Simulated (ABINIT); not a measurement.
Set up this calculation in ABINIT 10.8.3 (patched build), as the native input.

* Task: single point
* Functional: PBEsol
* Potentials or basis: PseudoDojo NC SR PBEsol v0.4 stringent
* Cutoff: 1143 eV
* k mesh: 10 × 10 × 8
* Occupations: fermi-dirac, width 0.05 eV
* Spin: no spin polarisation

TiB2:

```
Ti B
1.0
     3.02920    0.00000    0.00000
    -1.51460    2.62336    0.00000
     0.00000    0.00000    3.22840
Ti B
1 2
Direct
  0.00000 0.00000 0.00000
  0.66667 0.33333 0.50000
  0.33333 0.66667 0.50000
```

These files were run (other wordings do the same):

run.abi

```
pp_dirpath "./"
pseudos "Ti.upf, B.upf"

acell 3.0292 3.0292 3.2284 Angstrom
rprim
     1.0000000000     0.0000000000     0.0000000000
    -0.5000000000     0.8660254038     0.0000000000
     0.0000000000     0.0000000000     1.0000000000
ntypat 2
znucl 22 5
natom 3
typat 1 2 2
xred
     0.0000000000     0.0000000000     0.0000000000
     0.6666666667     0.3333333333     0.5000000000
     0.3333333333     0.6666666667     0.5000000000

ecut 42.0

kptopt 1
ngkpt 10 10 8
nshiftk 1
shiftk 0.0 0.0 0.0

ixc -116133

nband 13
occopt 3
tsmear 0.05 eV

nstep 100
tolvrs 1.0e-10

iomode 3
prtwf 0
prtden 0
prteig 0
prtebands 0
```

Potentials or basis: PseudoDojo NC SR PBEsol v0.4 stringent.

Launch:

```console
$ abinit run.abi > log 2>&1
```

Results of the run:

| Property | Result |
| --- | --- |
| Pressure | -4.7 GPa |
| Band gap on the k mesh | none (metal or under the smearing width) |
| Valence electrons inside the program's atomic spheres | Ti 9.59; B 2.83 |

It took 49 s on 1 thread of Intel(R) Xeon(R) 6975P-C (Granite Rapids), with other jobs on the host, peak memory 0.09 GiB.
